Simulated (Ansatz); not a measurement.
**Ni (Ni (111), 4 layers): how the settings move a single-point run**

Aim: see which settings change the result for Ni (Ni (111), 4 layers), by how much, and at what cost.

Method: reference: DFT, r2SCAN, PAW with Ansatz's default frozen-core files, scalar-relativistic, in Ansatz 0.2.0.

**1. The structure to begin with**

It takes space group P-3m1 (No. 164, trigonal). Conventional cell: a = 2.460 Å, b = 2.460 Å, c = 22.026 Å, α = 90.00°, β = 90.00°, γ = 120.00°. Ni (site symmetry 3m) is surrounded by 9 Ni at 2.46 Å. Ni (site symmetry 3m) is surrounded by 12 Ni at 2.46 Å.

Coordinates:

```cif
data_structure
_symmetry_space_group_name_H-M 'P-3m1'
_symmetry_Int_Tables_number 164
_cell_length_a 2.4599
_cell_length_b 2.4599
_cell_length_c 22.0255
_cell_angle_alpha 90.000
_cell_angle_beta 90.000
_cell_angle_gamma 120.000
_cell_volume 115.42
loop_
_atom_site_label
_atom_site_type_symbol
_atom_site_symmetry_multiplicity
_atom_site_Wyckoff_symbol
_atom_site_fract_x
_atom_site_fract_y
_atom_site_fract_z
_atom_site_occupancy
Ni1 Ni 2 c 0.00000 0.00000 0.36322 1
Ni2 Ni 2 d 0.33333 0.66667 0.45441 1
```

**2. Baseline**

input.yaml

```yaml
crystal:
  lattice:
    - [2.459903206, 0.0, 0.0]
    - [-1.229951603, 2.1303386672, 0.0]
    - [0.0, 0.0, 22.0255]
  atoms:
    - { symbol: Ni, position: [0.0, 0.0, 0.3632151899], spin: 1.0 }
    - { symbol: Ni, position: [0.333333334, 0.666666666, 0.4544050629], spin: 1.0 }
    - { symbol: Ni, position: [0.666666667, 0.333333333, 0.5455949365], spin: 1.0 }
    - { symbol: Ni, position: [0.0, 0.0, 0.6367848101], spin: 1.0 }
magnetization:
  spin_polarized: true
kpoints:
  mp_grid: { grid: [15, 15, 1] }
scf:
  occupations: { method: fermi_dirac, width: 0.1 }
hamiltonian:
  xc: r2scan
  pseudopotentials: { kind: paw }
output:
  forces: true
  stress: true
  eigenvalues: true
  populations: true
efield:
  axis: 3
  amplitude: 0
  dipole_correction: true
```

Started as:

```
> ansatz run input.yaml --threads 2 --pin off --max-ram 6144MiB --backend cpu --events-out ev --progress --plain --runs-dir out
```

Excerpt of the output:

```text
[...]
Basis set: ecut = 500 eV, 2967 PW (Γ), exchange–correlation on 72×72×648 points (64 copies of the dense FFT grid, shifted against one another)
[...]
k-points: 27 of 225 (time reversal used)
[...]
SCF iter   1: F=—  HF=-23375.590323 eV  |F-HF|=—  |Δ(HF+E_count)|=         —  Δρ=2.77e-2 (↑1.22e-2 ↓2.77e-2)  dr2=2.36e0  dr2_τ=2.30e-2  dr2_m=2.57e-1  M=3.832 μB ∫|m|=4.161 μB  β_m=1.00  ethr=3.10e-3  p=0.000 e·Å  D=4.72e-13 V/Å  ΔV_dip=-0.00 eV  dr2_dipole=1
[...]
preconditioner: auto → LDOS  [metal: Δε(μ)=0.008 eV  Ē_g=8.519 eV  σ=0.100 eV  W_gap=0.02  n_scr=16 (ndim 8)  ℏωp=21.9 eV  f_vac=0.572  D(μ)=6.27/eV (n_scr^D=62)]
[...]
SCF iter   2: F=—  HF=-23376.451700 eV  |F-HF|=—  |Δ(HF+E_count)|=   8.61e-1  Δρ=1.32e-2 (↑1.16e-2 ↓1.32e-2)  dr2=5.52e-1  dr2_τ=3.51e-3  dr2_m=8.00e-3  M=3.583 μB ∫|m|=4.204 μB  β_m=1.00  ethr=3.10e-3  p=0.000 e·Å  D=1.72e-5 V/Å  ΔV_dip=-0.00 eV  dr2_dipole=2
[...]
SCF iter  19: F=—  HF=-23379.833876 eV  |F-HF|=—  |Δ(HF+E_count)|=   1.57e-6  Δρ=3.32e-6 (↑2.31e-6 ↓3.32e-6)  dr2=1.08e-8  dr2_τ=9.83e-11  dr2_m=9.21e-10  M=3.071 μB ∫|m|=3.801 μB  β_m=1.00  ethr=9.04e-11  p=0.000 e·Å  D=5.32e-8 V/Å  ΔV_dip=-0.00 eV  dr2_dipol
SCF iter  20: F=-23379.833876 eV  HF=-23379.833876 eV  |F-HF|=9.79e-9  |Δ(HF+E_count)|=   4.73e-8  Δρ=2.06e-6 (↑1.30e-6 ↓2.06e-6)  dr2=6.07e-9  dr2_τ=3.64e-11  dr2_m=4.21e-10  M=3.071 μB ∫|m|=3.801 μB  ethr=1.50e-11  p=0.000 e·Å  D=2.91e-8 V/Å  ΔV_dip=-0.00 eV
[...]
SCF converged after 20 iterations
Magnetization: 3.0714 μB (37.5357 up, 34.4643 down)
[...]
Free energy (F): -23379.833876 eV
[...]
E sigma→0 (E₀):  -23379.752742 eV
[...]
Fermi energy:    3.826175 eV
Dipole field:    D = -0.000000 V/Å  (p = -0.000000 e·Å, saw-weighted, corrected)
[...]
  P = ⅓ Tr σ = -1.9068 GPa (-19.068 kbar)
[...]
```

It took 85 s on 2 threads of Arm Neoverse V1, shared host; peak memory 0.68 GiB.

**3. Changed: scf.algorithm direct_min, dr2_threshold 1.0e-05, dispersion d3bjatm**

Edit input.yaml of step 2 so:

```diff
@@ -16,2 +16,4 @@
   occupations: { method: fermi_dirac, width: 0.1 }
+  algorithm: direct_min
+  convergence: { dr2_threshold: 1.0e-05 }
 hamiltonian:
@@ -19,2 +21,3 @@
   pseudopotentials: { kind: paw }
+  dispersion: d3bjatm
 output:
```

Started as:

```
> ansatz run input.yaml --threads 2 --pin off --max-ram 6144MiB --backend cpu --events-out ev --progress --plain --runs-dir out
```

Output:

```text
Warning: scf.convergence.dr2_threshold = 1e-5 eV is looser than this run's default, which is 1e-7 eV or tighter. The error in the forces grows as the threshold's square root, so leave the key out unless less accurate forces are enough
Warning: output.stress: scf.convergence.dr2_threshold = 1e-5 eV is looser than the 4e-10 eV advised for a printed stress (1e-10 eV for each atom of the cell: 4). What an SCF threshold leaves in a stress goes as its square root, and in the free energy as the threshold itself, and one threshold admits the most on a small cell: of the crystals measured, under no hybrid functional and no lock of the moments, on runs that ended without the residual-converged pass, on stresses that held no estimate of that error, the worst erred by over 100 MPa in a component at 1e-7 eV an atom and by under 5 at 1e-10. Set scf.convergence.dr2_threshold to 4e-10 eV or tighter. The threshold is an SCF's pass mark: one that does not reach it within its budget of iterations ends unconverged, or closes short of it on a stop that the run arms, and scf.convergence.dr2_threshold's page says what that costs each kind of run
Engine: ansatz 0.2.0
Pseudopotentials: kind: paw
Pseudopotential: Ni, paw, valence charge 18, recommended cutoff 500 eV (meta_gga)
Functional definition: r2SCAN
  parameter k0 = 0.174
  parameter k1 = 0.065
  parameter a1 = 4.9479
  exchange = r2scan_x(k0 = k0, k1 = k1, a1 = a1)
  correlation = r2scan_c
Crystal: 4 atoms, lattice volume = 115.423 Å³
Basis set: ecut = 500 eV, 2967 PW (Γ), exchange–correlation on 72×72×648 points (64 copies of the dense FFT grid, shifted against one another)
Bands: 46, of which v1, the nominal top of the filled ones, is band 36 counted from 1 (35 counted from 0)
Symmetry: 6 space group operations
k-points: 27 of 225 (time reversal used)
Non-local potential: Ni, projectors of the file, l = 0: 3, l = 1: 2, l = 2: 3, l = 3: 1
PAW form: soft (Blöchl's): semilocal exchange-correlation on the pseudo side does not see the compensation charge
PAW frozen core: Ni, regenerated for the run's functional (the file was generated under x = pbe(κ = 0.804, μ = 0.2195149727645171), c = pbe(β = 0.06672455060314922))
PAW one-centre angular grid: Ni, 590 points (default); XC on 160 Gauss nodes
Initial density: superposition of atomic densities (neutral atoms: chi_scale 0, normalization atom)
Starting moments: Σ|m| = 4 μB on 4 of 4 sites
Initial wavefunctions: pseudopotential atomic-orbital guess
Functional: x = r2scan, c = r2scan; τ floored in thin density (d = 2e-4 eV/Å³)
iter 1 solved again at ethr=3.27e-3 eV; its pass at ethr=1.00e-1 eV (dr2=2.36e0 eV) is discarded
SCF iter   1: F=—  HF=-23376.949996 eV  |F-HF|=—  |Δ(HF+E_count)|=         —  Δρ=2.63e-2 (↑1.38e-2 ↓2.63e-2)  dr2=2.84e0  dr2_τ=2.09e-2  dr2_m=2.48e-1  M=3.731 μB ∫|m|=4.127 μB  β_m=1.00  ethr=3.27e-3  p=0.000 e·Å  D=4.72e-13 V/Å  ΔV_dip=-0.00 eV  dr2_dipole=9.59e-9  V_vac-E_F(+/−)=7.76/7.76 eV  ⟨swp⟩=6.1  Hψ=15119  notcnv=0
Mixer restart at iter 1: flushing history
efield: sawtooth ramp at fractional position 0.9500 (placed from the atoms, in the widest stretch of the axis that holds none; the zero of the levels goes with the place), width 0.1000; the density the first Hamiltonian is built on has a dipole p = 0.000 e·Å; the dipole correction subtracts the counter field D = 4.72e-13 V/Å, which shifts the + side's vacuum level by -0.00 eV against the − side's; the planar-averaged density in the ramp window peaks in size at 4.4e-6 e/Å³
eigensolver tolerance schedule calibrated: the retry pair's looser diagonalisation under-reported the residual by θ = 0.17 (0.11/decade); ethr = c·dr2/N_el runs at the constant in force after the calibration composes with the one it found (an armed cap, an earlier calibration), c = 7.7e-2
preconditioner: auto → LDOS  [metal: Δε(μ)=0.009 eV  Ē_g=8.624 eV  σ=0.100 eV  W_gap=0.02  n_scr=16 (ndim 8)  ℏωp=21.9 eV  f_vac=0.572  D(μ)=6.34/eV (n_scr^D=64)]
spin=Collinear: LDOS preconditioning applied to the charge; magnetization (m = ρ↑ − ρ↓) channel mixes plain (no charge-response kernel on spin).
SCF iter   2: F=—  HF=-23376.741085 eV  |F-HF|=—  |Δ(HF+E_count)|=   2.09e-1  Δρ=1.26e-2 (↑1.17e-2 ↓1.26e-2)  dr2=4.98e-1  dr2_τ=3.75e-3  dr2_m=6.06e-3  M=3.578 μB ∫|m|=4.205 μB  β_m=1.00  ethr=3.02e-3  p=0.000 e·Å  D=1.34e-5 V/Å  ΔV_dip=-0.00 eV  dr2_dipole=1.43e-8  V_vac-E_F(+/−)=6.63/6.63 eV  ⟨swp⟩=4.8  Hψ=7445  notcnv=0  defer=9  κ⁻¹=1.0e0(r=1)
SCF iter   3: F=—  HF=-23378.266521 eV  |F-HF|=—  |Δ(HF+E_count)|=    1.53e0  Δρ=8.23e-3 (↑6.62e-3 ↓8.23e-3)  dr2=1.99e-1  dr2_τ=1.23e-3  dr2_m=2.34e-3  M=3.517 μB ∫|m|=4.247 μB  β_m=1.00  ethr=5.30e-4  p=0.000 e·Å  D=9.36e-6 V/Å  ΔV_dip=-0.00 eV  dr2_dipole=7.29e-9  V_vac-E_F(+/−)=6.21/6.21 eV  ⟨swp⟩=5.1  Hψ=6296  notcnv=0  defer=18  κ⁻¹=3.5e-2(r=2)
SCF iter   4: F=—  HF=-23379.894561 eV  |F-HF|=—  |Δ(HF+E_count)|=         —  Δρ=1.32e-2 (↑3.69e-3 ↓1.32e-2)  dr2=1.44e-1  dr2_τ=4.94e-4  dr2_m=3.29e-2  M=3.638 μB ∫|m|=4.461 μB  β_m=1.00  ethr=2.12e-4  p=-0.000 e·Å  D=-8.34e-7 V/Å  ΔV_dip=0.00 eV  dr2_dipole=1.97e-9  V_vac-E_F(+/−)=5.02/5.02 eV  ⟨swp⟩=5.0  Hψ=7721  notcnv=0  defer=20  κ⁻¹=3.5e-2(r=2)
SCF iter   5: F=—  HF=-23380.263607 eV  |F-HF|=—  |Δ(HF+E_count)|=   3.69e-1  Δρ=1.93e-2 (↑5.27e-3 ↓1.93e-2)  dr2=5.09e-1  dr2_τ=1.18e-3  dr2_m=9.25e-2  M=3.283 μB ∫|m|=4.072 μB  ethr=5.32e-5  p=0.000 e·Å  D=8.99e-6 V/Å  ΔV_dip=-0.00 eV  dr2_dipole=3.73e-8  V_vac-E_F(+/−)=4.63/4.63 eV  ⟨swp⟩=5.5  Hψ=8354  notcnv=0  defer=31
Mixer restart at iter 5: flushing history
SCF iter   6: F=—  HF=-23380.383112 eV  |F-HF|=—  |Δ(HF+E_count)|=   1.20e-1  Δρ=8.89e-3 (↑8.89e-3 ↓8.51e-3)  dr2=1.84e-1  dr2_τ=3.65e-4  dr2_m=5.34e-3  M=3.243 μB ∫|m|=4.013 μB  ethr=5.32e-5  p=-0.000 e·Å  D=-5.82e-4 V/Å  ΔV_dip=0.01 eV  dr2_dipole=3.80e-3  V_vac-E_F(+/−)=4.76/4.75 eV  ⟨swp⟩=5.0  Hψ=8925  notcnv=0  defer=3
Mixer restart at iter 6: flushing history
iter 7 solved again at ethr=2.78e-6 eV; its pass at ethr=5.32e-5 eV (dr2=2.61e-3 eV) is discarded
SCF iter   7: F=—  HF=-23380.352527 eV  |F-HF|=—  |Δ(HF+E_count)|=   3.06e-2  Δρ=1.80e-3 (↑1.80e-3 ↓8.82e-4)  dr2=3.55e-3  dr2_τ=5.83e-6  dr2_m=7.02e-4  M=3.097 μB ∫|m|=3.839 μB  ethr=2.78e-6  p=-0.000 e·Å  D=-4.53e-5 V/Å  ΔV_dip=0.00 eV  dr2_dipole=8.42e-6  V_vac-E_F(+/−)=4.90/4.90 eV  ⟨swp⟩=3.5  Hψ=10649  notcnv=0  defer=17
Mixer restart at iter 7: flushing history
eigensolver tolerance schedule calibrated: the retry pair's looser diagonalisation under-reported the residual by θ = 0.26 (0.21/decade); ethr = c·dr2/N_el runs at the constant in force after the calibration composes with the one it found (an armed cap, an earlier calibration), c = 2.3e-2
SCF iter   8: F=—  HF=-23380.352024 eV  |F-HF|=—  |Δ(HF+E_count)|=   5.02e-4  Δρ=5.85e-4 (↑3.86e-4 ↓5.85e-4)  dr2=5.20e-4  dr2_τ=2.98e-6  dr2_m=3.15e-5  M=3.073 μB ∫|m|=3.806 μB  ethr=1.16e-6  p=-0.000 e·Å  D=-4.61e-5 V/Å  ΔV_dip=0.00 eV  dr2_dipole=3.40e-8  V_vac-E_F(+/−)=4.91/4.91 eV  ⟨swp⟩=4.2  Hψ=7140  notcnv=0  defer=2
Mixer restart at iter 8: flushing history
SCF iter   9: F=—  HF=-23380.351880 eV  |F-HF|=—  |Δ(HF+E_count)|=   1.44e-4  Δρ=1.21e-4 (↑4.71e-5 ↓1.21e-4)  dr2=8.98e-6  dr2_τ=4.89e-8  dr2_m=7.07e-6  M=3.073 μB ∫|m|=3.804 μB  ethr=1.69e-7  p=0.000 e·Å  D=1.30e-5 V/Å  ΔV_dip=-0.00 eV  dr2_dipole=7.21e-8  V_vac-E_F(+/−)=4.92/4.92 eV  ⟨swp⟩=3.4  Hψ=5311  notcnv=0  defer=1
Mixer restart at iter 9: flushing history
SCF iter  10: F=-23380.351879 eV  HF=-23380.351883 eV  |F-HF|=3.51e-6  |Δ(HF+E_count)|=   2.28e-6  Δρ=4.50e-5 (↑4.50e-5 ↓2.77e-5)  dr2=2.71e-6  dr2_τ=1.45e-8  dr2_m=2.42e-7  M=3.072 μB ∫|m|=3.802 μB  ethr=2.92e-9  p=0.000 e·Å  D=4.13e-6 V/Å  ΔV_dip=-0.00 eV  dr2_dipole=5.01e-8  V_vac-E_F(+/−)=4.92/4.92 eV  ⟨swp⟩=4.8  Hψ=8669  notcnv=0
SCF iter  11: F=-23380.351879 eV  HF=-23380.351883 eV  |F-HF|=3.51e-6  |Δ(HF+E_count)|=  6.91e-10  Δρ=4.51e-5 (↑4.51e-5 ↓2.77e-5)  dr2=2.71e-6  dr2_τ=1.46e-8  dr2_m=2.42e-7  M=3.072 μB ∫|m|=3.802 μB  ethr=8.83e-10  p=0.000 e·Å  D=4.13e-6 V/Å  ΔV_dip=-0.00 eV  dr2_dipole=5.01e-8  V_vac-E_F(+/−)=4.92/4.92 eV  ⟨swp⟩=5.0  Hψ=9461  notcnv=0
SCF 1 converged in 11 iterations: F = -23380.351879 eV  dr2 = 2.71e-6
SCF converged after 11 iterations
Magnetization: 3.0723 μB (37.5362 up, 34.4638 down)
Absolute magnetization: 3.8064 μB (∫|ρ↑−ρ↓|, with the PAW one-centre terms)
Spin contamination: 0.1136 ħ² per cell (⟨S²⟩ above its minimum at these occupations)
Per-site moments (μB) at R_I (Å): [(0.8576936544443126, 1.014710069321941), (0.8149775304170538, 1.014710069321941), (0.8150000335242983, 1.0147100724638578), (0.8577673515302909, 1.0147100724638578)]
Free energy (F): -23380.351879 eV
Harris-Foulkes:  -23380.351883 eV  (|F-HF|=3.51e-6)
Internal energy: -23380.189649 eV  (E = F + TS)
E sigma→0 (E₀):  -23380.270764 eV
Entropy (-TS):   -0.162231 eV (-40.558 meV/atom)
Fermi energy:    3.826647 eV
Dipole field:    D = 0.000400 V/Å  (p = 0.000255 e·Å, saw-weighted, corrected)
Work function:   Φ+ = 4.9185 eV   Φ− = 4.9273 eV
Levels:          The Fermi level and band energies are counted from a zero that moves with the ramp; work functions are not
--- Per-component energies (eV) ---
  E_band       = -2266.619775
  E_kinetic    = 1125.762123
  E_local      = -149847.115977  (includes V_loc(G=0)·N_el)
  E_nonlocal   = 2564.993575
  E_hartree    = 73282.981927
  E_xc         = -312.619301
  E_vxc        = -464.416256  (∫ρ·V_xc dr)
  E_paw        = -6579.439462  (= ΣΔE_a)
  E_vpaw       = -2246.610425  (= ΣTr[D̂ρ^β])
  E_aug_tail   = 0.000949  (compensation charges beyond the density's cutoff)
  E_vtau       = 34.665784  (kinetic-family band-sum trace: ∫τ·v_τ [+ j·A + Jᵃ·Aᵃ] dr)
  E_efield     = 0.000000  (sawtooth field / dipole correction)
  E_vefield    = 0.000000  (∫n·V_field dr)
  E_ewald      = 56386.964799
  E_disp       = -0.518006  (pairwise vdW)
  E_core_change = -1.200274  (= ΣΔE_core)
  E_smearing   = -0.162231  (= −TS)
  E_closure    = -0.000000  (closes the sum)
  Σ components = -23380.351879   (vs F -23380.351879, Δ=0.00e0)
--- Forces (eV/Å), atoms counted from 1 ---
  atom   1  Ni     0.00000000     0.00000000     0.16476283
  atom   2  Ni     0.00000000    -0.00000000    -0.05498812
  atom   3  Ni     0.00000000     0.00000000     0.05491627
  atom   4  Ni    -0.00000000     0.00000000    -0.16478318
  max |Σ_I F_I| component: 9.22e-5 eV/Å
--- Stress (GPa, compression-positive) ---
       -2.909449       0.000000       0.000000
        0.000000      -2.909449       0.000000
        0.000000       0.000000      -1.229280
  P = ⅓ Tr σ = -2.3494 GPa (-23.494 kbar)
--- Band table (eV; the first three rows and the last of 54) ---
  k-point 0 ↑: bands = ["-104.0383", "-104.0186", "-103.8115", "-103.8115", "-62.9971", "-62.8797", "-62.8379", "-62.8379", "-62.8200", "-62.8200", "-62.6621", "-62.6550", "-62.6311", "-62.6311", "-62.6310", "-62.6310", "-5.4201", "-3.9902", "-2.3450", "-1.7225", "0.5453", "0.6896", "0.8154", "0.8154", "0.8759", "0.8759", "0.8811", "1.1216", "1.1216", "1.1432", "1.1432", "2.0695", "2.0695", "2.1992", "2.1992", "2.5833", "2.5833", "2.7230", "2.7230", "2.7723", "3.8005", "8.6199", "8.6535", "9.7676", "10.4993", "12.4846"]
  k-point 1 ↑: bands = ["-104.0370", "-104.0177", "-103.8104", "-103.8103", "-62.9948", "-62.8814", "-62.8441", "-62.8402", "-62.8285", "-62.8217", "-62.6610", "-62.6548", "-62.6391", "-62.6389", "-62.6331", "-62.6330", "-5.2584", "-3.8365", "-2.2042", "-1.6087", "0.4701", "0.6404", "0.7863", "0.8350", "0.8495", "0.8617", "0.9443", "1.0747", "1.1661", "1.1833", "1.2053", "2.0064", "2.0195", "2.1447", "2.2180", "2.3179", "2.3872", "2.5815", "2.7253", "3.3040", "4.3365", "8.7704", "8.7865", "9.9177", "10.6201", "12.6268"]
  k-point 2 ↑: bands = ["-104.0332", "-104.0150", "-103.8073", "-103.8072", "-62.9882", "-62.8910", "-62.8577", "-62.8513", "-62.8468", "-62.8267", "-62.6626", "-62.6624", "-62.6577", "-62.6525", "-62.6387", "-62.6386", "-4.7843", "-3.3929", "-1.8101", "-1.2957", "0.2878", "0.4025", "0.6685", "0.7895", "0.8720", "0.9722", "0.9804", "1.1415", "1.1574", "1.3514", "1.3862", "1.7781", "1.8238", "1.9416", "2.0408", "2.2304", "2.5774", "2.5795", "2.7311", "4.0138", "5.3348", "9.1824", "9.2215", "10.3675", "10.9849", "13.0529"]
  k-point 26 ↓: bands = ["-102.6194", "-102.6193", "-102.3450", "-102.3449", "-61.6348", "-61.6312", "-61.6312", "-61.5960", "-61.5352", "-61.5351", "-61.3640", "-61.3639", "-61.3580", "-61.3579", "-61.2207", "-61.2203", "0.1990", "0.3157", "0.3157", "0.4758", "0.4758", "0.9455", "1.1207", "1.5704", "1.5704", "1.8736", "1.8736", "2.0192", "2.0192", "2.6507", "2.8514", "2.8514", "3.9498", "3.9499", "4.1026", "4.2485", "9.0621", "9.3214", "9.3214", "10.1557", "10.1558", "11.3588", "12.1006", "12.1006", "13.8690", "14.3932"]
--- Löwdin populations: 4 sites ---
  site symbol       q [e]    m [muB]
     0     Ni     17.7962     0.8485
     1     Ni     17.7640     0.8023
     2     Ni     17.7640     0.8024
     3     Ni     17.7961     0.8485
  spilling = 0.012219 (of n_electrons = 72.000000)
```

Wall time 3 min (2 threads of Arm Neoverse V1, shared host); peak memory 1 GiB.

The energy moves by -129.5 meV/atom, nearly all of it the dispersion term itself (-129.5 meV/atom); that offset belongs to the model and is no gain or loss of stability; the largest force goes from 0.14 to 0.16 eV/Å.

**4. Side by side**

| run | ending | energy change | abs. moment (μB) | force (eV/Å) | cycles | time |
| --- | --- | --- | --- | --- | --- | --- |
| reference | converged | 0 | 3.81 | 0.14 | 20 | 85 s |
| 1: scf.algorithm direct_min, dr2_threshold 1.0e-05, dispersion d3bjatm | converged | -129.5 meV/atom (offset of the dispersion model) | 3.81 | 0.16 | 11 | 3 min |

Residual by cycle in the longest SCF loop of each run; runs are numbered as in the table. The quantity is the density residual dr2, in eV.

| cycle | reference | run 1 |
| --- | --- | --- |
| 1 | 2.36 | 2.84 |
| 3 | 0.23 | 0.199 |
| 4 | 0.111 | 0.144 |
| 6 | 0.0216 | 0.184 |
| 8 | 0.00386 | 5.2e-4 |
| 10 | 1.9e-4 | 2.7e-6 |
| 11 | 7.2e-5 | 2.7e-6 |
| 13 | 4.5e-6 | - |
| 15 | 8.1e-7 | - |
| 17 | 6.5e-8 | - |
| 18 | 8.6e-8 | - |
| 20 | 6.1e-9 | - |

The energy moves by -129.5 meV/atom, nearly all of it the dispersion term itself (-129.5 meV/atom); that offset belongs to the model and is no gain or loss of stability; the largest force goes from 0.14 to 0.16 eV/Å.
